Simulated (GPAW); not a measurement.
# GaN (Fm-3m) in GPAW: single point with PBE

Aim: the single point of GaN with PBE.

Everything below comes from runs of GPAW 26.7.0. Logs are shortened: lines on timing, memory, paths and dates and some standing lists are left out, and cuts for length are marked. The log counts tension as positive stress, the text compression.

## 1. Starting point

It takes space group Fm-3m (No. 225, cubic). The conventional cell has a = 4.270 Å, b = 4.270 Å, c = 4.270 Å, α = 90.00°, β = 90.00°, γ = 90.00°. Ga (site symmetry m-3m) is surrounded by 6 N at 2.14 Å. Around N (site symmetry m-3m) lie 6 Ga at 2.14 Å.

Measurements of this composition are mostly on another form, of space group No. 186.

## 2. Single point, PBE

Input file run.py:

```python
from ase.dft.bandgap import bandgap
from ase.io import read, write
from ase.units import GPa
from gpaw import GPAW, PW

atoms = read('POSCAR')

calc = GPAW(mode=PW(550),
            xc='PBE',
            kpts={'size': (9, 9, 9), 'gamma': True},
            occupations={'name': 'fermi-dirac', 'width': 0.05},
            nbands=11,
            maxiter=120,
            txt='gpaw.txt')
atoms.calc = calc
energy = atoms.get_potential_energy()
forces = atoms.get_forces()
stress = atoms.get_stress()
calc.write('gs.gpw')
write('result.traj', atoms)
print(f'Energy: {energy:.6f} eV')
print('Forces (eV/A):')
print(forces.round(4))
print('Stress (GPa):', (stress / GPa).round(3))
print('Fermi level:', round(calc.get_fermi_level(), 4), 'eV')
print(f'Gap: {bandgap(calc)[0]:.4f} eV, direct: {bandgap(calc, direct=True)[0]:.4f} eV')
```

Input file POSCAR:

```
GaN
1.0
    0.0000000000      2.1352350000      2.1352350000
    2.1352350000      0.0000000000      2.1352350000
    2.1352350000      2.1352350000      0.0000000000
Ga N
1 1
Direct
    0.0000000000      0.0000000000      0.0000000000
    0.5000000000      0.5000000000      0.5000000000
```

Potentials or basis: GPAW PAW data sets (gpaw-data 1.2.1), pw.

Run with:

```console
$ OMP_NUM_THREADS=1 python run.py
```

gpaw.txt:

```text
__  _  _
 | _ |_)|_||  |
 |__||  | ||/\| - 26.7.0

Input parameters:
  mode=PW(ecut=550.0),
  kpts=MonkhorstPack(size=(9, 9, 9), gamma=True),
  maxiter=120,
  nbands=11,
  occupations=Occupations(name='fermi-dirac', width=0.05),
  xc=XC(name='PBE')

Diagonalizing LCAO Hamiltonian
Converting LCAO to pw mode

              N

       Ga

Atoms  # Å, Bohr magnetons
|   | symbol |        x |        y |        z |    initial magnetic moments |
|---|--------|----------|----------|----------|-----------------------------|
| 0 |     Ga | 0.000000 | 0.000000 | 0.000000 | ( 0.0000,  0.0000,  0.0000) |
| 1 |      N | 2.135235 | 2.135235 | 2.135235 | ( 0.0000,  0.0000,  0.0000) |

Unit cell  # Å
| periodic |        x |        y |        z |  lengths |    angles |
|----------|----------|----------|----------|----------|-----------|
|      yes | 0.000000 | 2.135235 | 2.135235 | 3.019678 | 60.000000 |
|      yes | 2.135235 | 0.000000 | 2.135235 | 3.019678 | 60.000000 |
|      yes | 2.135235 | 2.135235 | 0.000000 | 3.019678 | 60.000000 |

Number of symmetries: 48
Symmetry operations  # r_c * U_cc + t_c -> r_c
|    | kind |            matrix            |
|----|------|------------------------------|
|  0 |  σ   |  1, 0, 0,  1, 0,-1,  1,-1, 0 |
|  1 |  C2  |  1, 0, 0,  1,-1, 0,  1, 0,-1 |
|  2 |  E   |  1, 0, 0,  0, 1, 0,  0, 0, 1 |
|  3 |  σ   |  1, 0, 0,  0, 0, 1,  0, 1, 0 |
|  4 |  C4  |  1, 0,-1,  1, 0, 0,  1,-1, 0 |
|  5 |  S6  |  1, 0,-1,  1,-1, 0,  1, 0, 0 |
|  6 |  σ   |  1, 0,-1,  0, 1,-1,  0, 0,-1 |
|  7 |  C3  |  1, 0,-1,  0, 0,-1,  0, 1,-1 |
|  8 |  S6  |  1,-1, 0,  1, 0, 0,  1, 0,-1 |
|  9 |  C4  |  1,-1, 0,  1, 0,-1,  1, 0, 0 |
| 10 |  C3  |  1,-1, 0,  0,-1, 1,  0,-1, 0 |
| 11 |  σ   |  1,-1, 0,  0,-1, 0,  0,-1, 1 |
| 12 |  σ   |  0, 1, 0,  1, 0, 0,  0, 0, 1 |
| 13 |  C4  |  0, 1, 0,  0, 1,-1, -1, 1, 0 |
| 14 |  C3  |  0, 1, 0,  0, 0, 1,  1, 0, 0 |
| 15 |  S6  |  0, 1, 0, -1, 1, 0,  0, 1,-1 |
| 16 |  C2  |  0, 1,-1,  1, 0,-1,  0, 0,-1 |
| 17 |  σ   |  0, 1,-1,  0, 1, 0, -1, 1, 0 |
| 18 |  S4  |  0, 1,-1,  0, 0,-1,  1, 0,-1 |
| 19 |  C4  |  0, 1,-1, -1, 1, 0,  0, 1, 0 |
| 20 |  C3  |  0, 0, 1,  1, 0, 0,  0, 1, 0 |
| 21 |  σ   |  0, 0, 1,  0, 1, 0,  1, 0, 0 |
| 22 |  S6  |  0, 0, 1,  0,-1, 1, -1, 0, 1 |
| 23 |  C4  |  0, 0, 1, -1, 0, 1,  0,-1, 1 |
| 24 |  S4  |  0, 0,-1,  1, 0,-1,  0, 1,-1 |
| 25 |  C3  |  0, 0,-1,  0, 1,-1,  1, 0,-1 |
| 26 |  C2  |  0, 0,-1,  0,-1, 0, -1, 0, 0 |
| 27 |  S6  |  0, 0,-1, -1, 0, 0,  0,-1, 0 |
| 28 |  S4  |  0,-1, 1,  1,-1, 0,  0,-1, 0 |
| 29 |  C4  |  0,-1, 1,  0, 0, 1, -1, 0, 1 |
| 30 |  C2  |  0,-1, 1,  0,-1, 0,  1,-1, 0 |
| 31 |  σ   |  0,-1, 1, -1, 0, 1,  0, 0, 1 |
| 32 |  C3  |  0,-1, 0,  1,-1, 0,  0,-1, 1 |
| 33 |  S6  |  0,-1, 0,  0, 0,-1, -1, 0, 0 |
| 34 |  S4  |  0,-1, 0,  0,-1, 1,  1,-1, 0 |
| 35 |  C2  |  0,-1, 0, -1, 0, 0,  0, 0,-1 |
| 36 |  C2  | -1, 1, 0,  0, 1, 0,  0, 1,-1 |
| 37 |  S6  | -1, 1, 0,  0, 1,-1,  0, 1, 0 |
| 38 |  S4  | -1, 1, 0, -1, 0, 1, -1, 0, 0 |
| 39 |  C3  | -1, 1, 0, -1, 0, 0, -1, 0, 1 |
| 40 |  S6  | -1, 0, 1,  0, 0, 1,  0,-1, 1 |
| 41 |  C2  | -1, 0, 1,  0,-1, 1,  0, 0, 1 |
| 42 |  C3  | -1, 0, 1, -1, 1, 0, -1, 0, 0 |
| 43 |  S4  | -1, 0, 1, -1, 0, 0, -1, 1, 0 |
| 44 |  C2  | -1, 0, 0,  0, 0,-1,  0,-1, 0 |
| 45 |  i   | -1, 0, 0,  0,-1, 0,  0, 0,-1 |
| 46 |  σ   | -1, 0, 0, -1, 1, 0, -1, 0, 1 |
| 47 |  C2  | -1, 0, 0, -1, 0, 1, -1, 1, 0 |

BZ-sampling:
  Number of BZ points: 729
  Number of IBZ points: 35

  Monkhorst-Pack size: [9, 9, 9]
  Monkhorst-Pack shift: [0, 0, 0]

K-points  # in reciprocal-cell coordinates
|     |                                coordinates |     weight |
|-----|--------------------------------------------|------------|
|   0 | (  0.00000000,   0.00000000,   0.00000000) | 0.00137174 |
|   1 | (  0.11111111,   0.11111111,   0.00000000) | 0.00823045 |
|   2 | (  0.11111111,   0.11111111,   0.11111111) | 0.01097394 |
|   3 | (  0.22222222,   0.11111111,   0.11111111) | 0.01646091 |
|   4 | (  0.22222222,   0.22222222,   0.00000000) | 0.00823045 |
|   5 | (  0.22222222,   0.22222222,   0.11111111) | 0.03292181 |
|   6 | (  0.22222222,   0.22222222,   0.22222222) | 0.01097394 |
|   7 | (  0.33333333,   0.22222222,   0.11111111) | 0.03292181 |
|   8 | (  0.33333333,   0.22222222,   0.22222222) | 0.03292181 |
|   9 | (  0.33333333,   0.33333333,  -0.33333333) | 0.01646091 |
| ... |                                            |            |
|  34 | (  0.44444444,   0.44444444,   0.44444444) | 0.01097394 |

Plane wave coefficients: 579
Cutoff: 550.0 eV

Spin-components: 1 (collinear spins)
Bands:           11
Projectors:      10
Spin-degeneracy: 2
Datatype:        complex128

Parallelization:
  kpt:    1
  domain: 1
  band:   1

Density:
  Valence electrons: 8.0
  Components: 1
  Grid points: [18 18 18]
  Charge: 0.0  # |e|

Potential:
  Grid points: [18 18 18]

species:
  Ga:
    name:    Gallium
    Z:       31.0
    valence: 3
    core:    28
    charge:  0.0  # [|e|]
    compensation charges:
      type: gauss
      rc: 0.37  # [Å]
      lmax: 2
    cutoffs:
      filter: 2.06  # [Å]
      core: 4.17  # [Å]
    projectors
    | kind |    occ | energy [eV] | rcut [Å] |
    |------|--------|-------------|----------|
    |   4s |  2.000 |      -8.945 |    1.164 |
    |   4p |  1.000 |      -2.580 |    1.164 |
    |    s |        |      18.266 |    1.164 |
    |    p |        |      24.631 |    1.164 |
    |    d |        |       0.000 |    1.164 |

    Using partial waves for Ga as LCAO basis

  N:
    name:    Nitrogen
    Z:       7.0
    valence: 5
    core:    2
    charge:  0.0  # [|e|]
    compensation charges:
      type: gauss
      rc: 0.18  # [Å]
      lmax: 2
    cutoffs:
      filter: 1.11  # [Å]
      core: 0.96  # [Å]
    projectors
    | kind |    occ | energy [eV] | rcut [Å] |
    |------|--------|-------------|----------|
    |   2s |  2.000 |     -18.583 |    0.603 |
    |   2p |  3.000 |      -7.089 |    0.529 |
    |    s |        |       8.629 |    0.603 |
    |    p |        |      20.123 |    0.529 |
    |    d |        |       0.000 |    0.577 |

    Using partial waves for N as LCAO basis

Reference energy: -54366.393033  # eV

eigensolver:
  PPCG
  Converge bands: occupied
  niter=2

density mixing:
  MSR1-Mixer
  Pratt-step length: 0.05
  Maximum mixing coefficient: 0.75
  Old densities: 10
  SVD Regularization: 0.005
  Good broyden scale: 1.0
  Trust region scale: 1.0
  Backstep threshold: 4.0
  History deletion threshold: 6.0
  Fourier metric: weight=20.0, sigma=0.015

occupation numbers:
  Fermi-Dirac:
    width: 0.0500  # eV

poisson solver:
  ecut: 4400.0  # eV

xc functional:
  name: PBE with 2 nearest neighbor stencil

convergence criteria:
- Maximum [total energy] change in last 3 cyles: 0.0005 eV / valence electron
- Maximum integral of absolute [dens]ity change: 0.0001 electrons / valence electron
- Maximum integral of absolute [eigenst]ate change: 4e-08 eV^2 / valence electron
maximum number of iterations: 120

SCF iterations
|iter     | |      energy | eigst |  dens |
|---------|-|-------------|-------|-------|
|iter:   1| |  -12.581487 | -0.29 |       |
|iter:   2| |  -12.179347 | -2.14 | -0.60 |
|iter:   3| |  -11.042535 | -0.90 | -0.65 |
|iter:   4| |  -11.038406 | -3.40 | -1.34 |
|iter:   5| |  -11.038057 | -3.79 | -1.63 |
|iter:   6| |  -11.038083c| -5.83 | -2.86 |
|iter:   7| |  -11.038091c| -6.26 | -3.21 |
|iter:   8| |  -11.038091c| -8.11c| -4.46c|

Converged in 8 steps
Energy contributions relative to reference atoms: (reference = -54366.393033)

Energy contributions:
  Kinetic:          18.967780
  Coulomb:         -14.638982
  Zero:              0.015935
  External:          0.000000
  Xc:              -15.382802
  Entropy:          -0.000046
  Spinorbit:         0.000000
  ----------------------------
  Free energy:     -11.038115
  Extrapolated:    -11.038091

dipole moment: (-10.745986, -10.745986, -10.745986)  # |e|*Ang

Fermi level: 9.231
Eigenvalues  # (at kpt = [0.000, 0.000, 0.000])
| band index |      eig [eV] | occ [0-2] |
|------------|---------------|-----------|
|          0 |        -8.136 |     2.000 |
|          1 |         8.501 |     2.000 |
|          2 |         8.501 |     2.000 |
|          3 |         8.501 |     2.000 |
|          4 |        10.752 |     0.000 |
|          5 |        22.730 |     0.000 |
|          6 |        22.730 |     0.000 |
|          7 |        22.730 |     0.000 |
|          8 |        24.301 |     0.000 |
|          9 |        24.301 |     0.000 |
|         10 |        24.301 |     0.000 |

Gap: 0.637 eV
Transition (v -> c):
  (s=0, k=8, n=3, [0.33, 0.22, 0.22]) -> (s=0, k=30, n=4, [0.44, 0.44, 0.00])
Direct/indirect transitions are different
Direct gap: 2.251 eV
Transition at: (s=0, k=0, n=3, [0.00, 0.00, 0.00])

Forces  # eV/Ang
|        x |       y |       z |
|----------|---------|---------|
|  0.00000 | 0.00000 | 0.00000 |  # Ga   0
| -0.00000 | 0.00000 | 0.00000 |  # N    1

Stress tensor  # eV/Ang^3
|         x |         y |         z |
|-----------|-----------|-----------|
|  0.057259 | -0.000000 | -0.000000 |
| -0.000000 |  0.057259 | -0.000000 |
| -0.000000 | -0.000000 |  0.057259 |

# Writing to gs.gpw (mode='')
```

Run time: 6.2 s. Hardware: 1 thread of Arm Neoverse V2, shared host; peak memory 0.13 GiB.

The run converged, but some of its settings lie outside the range that counts as converged, so its numbers aren't taken as properties of the crystal.

Results:

- Free energy: -11.0381 eV
- Pressure: -9.2 GPa
- Band gap on the k mesh: 0.64 eV, indirect (least direct gap 2.25 eV)

Caveat: the cutoff is short for stress and forces, so pressures can be off by a GPa or more; an odd mesh through Γ misses points on the zone boundary, where band edges often lie.
